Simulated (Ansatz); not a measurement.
# Tc: single point with PBE

Crystal: Tc.

```
Tc
1.0
     2.73936    0.00000    0.00000
    -1.36968    2.37235    0.00000
     0.00000    0.00000    8.76968
Tc
4
Direct
  0.65033 0.32669 0.75340
  0.00672 0.99881 0.50295
  0.34329 0.67664 0.24331
  0.00310 0.00164 0.99845
```

The cell isn't the ideal one: atoms moved at random, drawn with an rms of 0.05 Å.

```yaml
Program: Ansatz 0.2.0
Task: single point
Functional: PBE
Potentials_or_basis: all-electron LAPW, scalar-relativistic
Cutoff: 276 eV (chosen from the basis error)
Basis_error_allowed: 0.001 eV/atom
k_mesh: 11 × 11 × 3
Occupations: fermi-dirac, width 0.05 eV
Spin: no spin polarisation
```

```
Pressure               : 4.8 GPa
Largest force          : 0.791 eV/Å
Band gap on the k mesh : none (metal or under the smearing width)
```

Forces in eV/Å, atoms in the order of the input:
```
Tc   0.197  0.077 -0.762
Tc  -0.121  0.009 -0.288
Tc  -0.033 -0.094  0.742
Tc  -0.043  0.008  0.309
```

Stress tensor (GPa, compression positive):
```
 4.35  0.54  0.01
 0.54  3.60 -0.13
 0.01 -0.13  6.31
```

Levels at points of the mesh, in eV from the Fermi level:
| k point | band 59 | band 60 | band 61 | band 62 | band 63 | band 64 | band 65 | band 66 |
| --- | --- | --- | --- | --- | --- | --- | --- | --- |
| (0.00, 0.00, 0.00) | -1.49 | -1.28 | -1.27 | -1.17 | -1.10 | 0.19 | 0.36 | 0.98 |

Wall time 11 min on 2 threads of Arm Neoverse N1, on a shared host, peak memory 1.8 GiB.
